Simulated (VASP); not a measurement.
All values below come from PBE GGA with D3 dispersion (zero damping), VASP's PBE PAW potentials (set 64) (plane waves; VASP).

Input for VASP

KPOINTS:
```
Automatic mesh
0
Gamma
6 6 6
0 0 0
```

### POSCAR
```
BaF2
4.3320060
  0.0000000000   0.7071067422   0.7071067422
  0.7071067422   0.0000000000   0.7071067422
  0.7071067422   0.7071067422   0.0000000000
Ba F
1 2
Direct
  0.0000000000   0.0000000000   0.0000000000
  0.2500000000   0.2500000000   0.2500000000
  0.7500000000   0.7500000000   0.7500000000
```

**INCAR**
```
# general
SYSTEM  = BaF2
PREC    = Accurate
ENCUT   = 520
LREAL   = .FALSE.
LASPH   = .TRUE.

# electronic loop
EDIFF   = 1E-7
NELM    = 100
ALGO    = Normal
LMAXMIX = 4

# smearing
ISMEAR  = 0
SIGMA   = 0.05

# functional
GGA     = PE
IVDW    = 11

# ions
ISIF    = 2

# output
LWAVE   = .FALSE.
LCHARG  = .FALSE.
```

POTCAR, in this order: Ba_sv F (PBE.64 set). Program: vasp_std.

The run wrote:

**OUTCAR**
```
 ion  position               nearest neighbor table
   1  0.000  0.000  0.000-   3 2.65   3 2.65   3 2.65   2 2.65   2 2.65   2 2.65   3 2.65   2 2.65
  LATTYP: Found a face centered cubic cell.
 ALAT       =     6.1263812998
 Subroutine PRICEL returns:
 Original cell was already a primitive cell.
 Subroutine GETGRP returns: Found 48 space group operations
The static configuration has the point symmetry O_h .
The dynamic configuration has the point symmetry O_h .
 Subroutine INISYM returns: Found 48 space group operations
 Subroutine IBZKPT returns following result:
 Found     16 irreducible k-points:

 Following reciprocal coordinates:
            Coordinates               Weight
  0.000000  0.000000  0.000000      1.000000
  0.166667  0.000000  0.000000      8.000000
  0.333333  0.000000  0.000000      8.000000
  0.500000  0.000000  0.000000      4.000000
  0.166667  0.166667  0.000000      6.000000
  0.333333  0.166667  0.000000     24.000000
  0.500000  0.166667  0.000000     24.000000
 -0.333333  0.166667  0.000000     24.000000
 -0.166667  0.166667  0.000000     12.000000
  0.333333  0.333333  0.000000      6.000000
  0.500000  0.333333  0.000000     24.000000
 -0.333333  0.333333  0.000000     12.000000
  0.500000  0.500000  0.000000      3.000000
  0.500000  0.333333  0.166667     24.000000
 -0.333333  0.333333  0.166667     24.000000
 -0.333333  0.500000  0.166667     12.000000
   k-points           NKPTS =     16   k-points in BZ     NKDIM =     16   number of bands    NBANDS=     16
   number of dos      NEDOS =    301   number of ions     NIONS =      3
   total plane-waves  NPLWV =  32768
   dimension x,y,z NGX =    32 NGY =   32 NGZ =   32
   dimension x,y,z NGXF=    64 NGYF=   64 NGZF=   64
   ions per type =               1   2
   PREC   = accura    normal or accurate (medium, high low for compatibility)
   ISTART =      0    job   : 0-new  1-cont  2-samecut
   ICHARG =      2    charge: 1-file 2-atom 10-const
   ISPIN  =      1    spin polarized calculation?
   LNONCOLLINEAR =      F non collinear calculations
   LSORBIT =      F    spin-orbit coupling
   INIWAV =      1    electr: 0-lowe 1-rand  2-diag
   ENCUT  =  520.0 eV  38.22 Ry    6.18 a.u.   8.05  8.05  8.05*2*pi/ulx,y,z
   NELM   =    100;   NELMIN=  2; NELMDL= -5     # of ELM steps
   EDIFF  = 0.1E-06   stopping-criterion for ELM
   LREAL  =      F    real-space projection
   NLSPLINE    = F    spline interpolate recip. space projectors
   LMAXMIX     =    4 max onsite mixed and CHGCAR
   VOSKOWN=      0    Vosko Wilk Nusair interpolation
   EDIFFG = 0.1E-05   stopping-criterion for IOM
   NSW    =      0    number of steps for IOM
   NBLOCK =      1;   KBLOCK =      1    inner block; outer block
   IBRION =     -1    ionic relax: 0-MD 1-quasi-New 2-CG
   NFREE  =      0    steps in history (QN), initial steepest desc. (CG)
   ISIF   =      2    stress and relaxation
   ISYM   =      2    0-nonsym 1-usesym 2-fastsym
   TEIN   =    0.0    initial temperature
   TEBEG  =    0.0;   TEEND  =   0.0 temperature during run
   SMASS  =  -3.00    Nose mass-parameter (am)
   PSTRESS=    0.0 pullay stress
   NELECT =      24.0000    total number of electrons
   EFERMI =   0.00;   METHOD = LEGACY
   ISMEAR =     0;   SIGMA  =   0.05  broadening in eV -4-tet -1-fermi 0-gaus
   IALGO  =     38    algorithm
   LDIAG  =      T    sub-space diagonalisation (order eigenvalues)
   IMIX   =      4    mixing-type and parameters
     AMIX     =   0.40;   BMIX     =  1.00
     AMIX_MAG =   1.60;   BMIX_MAG =  1.00
     AMIN     =   0.10
   GGA     = PE    functional components
   VOSKOWN =     0    Vosko Wilk Nusair interpolation
   LHFCALC =     F    Hartree Fock is set to
   LHFONE  =     F    Hartree Fock one center treatment
...
```

File OSZICAR:
```
       N       E                     dE             d eps       ncg     rms          rms(c)
DAV:   1     0.161090103490E+03    0.16109E+03   -0.13514E+04   512   0.141E+03
DAV:   2    -0.125239871202E+02   -0.17361E+03   -0.16862E+03   672   0.295E+02
DAV:   3    -0.186843281867E+02   -0.61603E+01   -0.61549E+01   632   0.656E+01
DAV:   4    -0.188076064731E+02   -0.12328E+00   -0.12326E+00   648   0.826E+00
DAV:   5    -0.188129990494E+02   -0.53926E-02   -0.53926E-02   696   0.118E+00    0.884E+00
DAV:   6    -0.170233870880E+02    0.17896E+01   -0.96368E+00   512   0.258E+01    0.455E+00
DAV:   7    -0.170308585883E+02   -0.74715E-02   -0.41730E-01   632   0.569E+00    0.236E+00
DAV:   8    -0.170494672769E+02   -0.18609E-01   -0.62558E-02   560   0.299E+00    0.324E-01
DAV:   9    -0.170563023284E+02   -0.68351E-02   -0.19509E-02   592   0.102E+00    0.146E-01
DAV:  10    -0.170588082235E+02   -0.25059E-02   -0.41436E-03   520   0.486E-01    0.496E-02
DAV:  11    -0.170588255012E+02   -0.17278E-04   -0.46783E-04   712   0.175E-01    0.269E-02
DAV:  12    -0.170588292227E+02   -0.37215E-05   -0.91371E-05   512   0.731E-02    0.299E-03
DAV:  13    -0.170588300517E+02   -0.82900E-06   -0.34382E-06   672   0.130E-02    0.351E-03
DAV:  14    -0.170588302497E+02   -0.19803E-06   -0.12351E-07   464   0.304E-03    0.157E-03
DAV:  15    -0.170588303858E+02   -0.13607E-06   -0.35226E-07   512   0.453E-03    0.518E-04
DAV:  16    -0.170588303748E+02    0.10948E-07   -0.21445E-08   296   0.117E-03
   1 F= -.17333924E+02 E0= -.17333924E+02  d E =-.532056E-21
```

### OUTCAR
```
------------------------ aborting loop because EDIFF is reached ----------------------------------------
 Edisp (eV)   -0.27509
  FORCE on cell =-STRESS in cart. coord.  units (eV):
  Direction    XX          YY          ZZ          XY          YZ          ZX
  --------------------------------------------------------------------------------------
  Total       1.38563     1.38563     1.38563     0.00000     0.00000     0.00000
  in kB      38.61956    38.61956    38.61956     0.00000     0.00000     0.00000
  external pressure =       38.62 kB  Pullay stress =        0.00 kB
  volume of cell :       57.48
      direct lattice vectors                 reciprocal lattice vectors
     0.000000000  3.063190650  3.063190650    -0.163228495  0.163228495  0.163228495
     3.063190650  0.000000000  3.063190650     0.163228495 -0.163228495  0.163228495
     3.063190650  3.063190650  0.000000000     0.163228495  0.163228495 -0.163228495
 POSITION                                       TOTAL-FORCE (eV/Angst)
 -----------------------------------------------------------------------------------
      0.00000      0.00000      0.00000         0.000000     -0.000000     -0.000000
      1.53160      1.53160      1.53160        -0.000000     -0.000000     -0.000000
      4.59479      4.59479      4.59479         0.000000      0.000000      0.000000
 -----------------------------------------------------------------------------------
    total drift:                               -0.000000     -0.000000      0.000000
  FREE ENERGIE OF THE ION-ELECTRON SYSTEM (eV)
  ---------------------------------------------------
  free  energy   TOTEN  =       -17.3339244143 eV

  energy  without entropy=      -17.3339244143  energy(sigma->0) =      -17.33392441
```
(Selected blocks of OUTCAR.)

The compound is BaF2 in the fluorite structure. This cell is one point of a volume scan, at 0.94 of the reference volume.
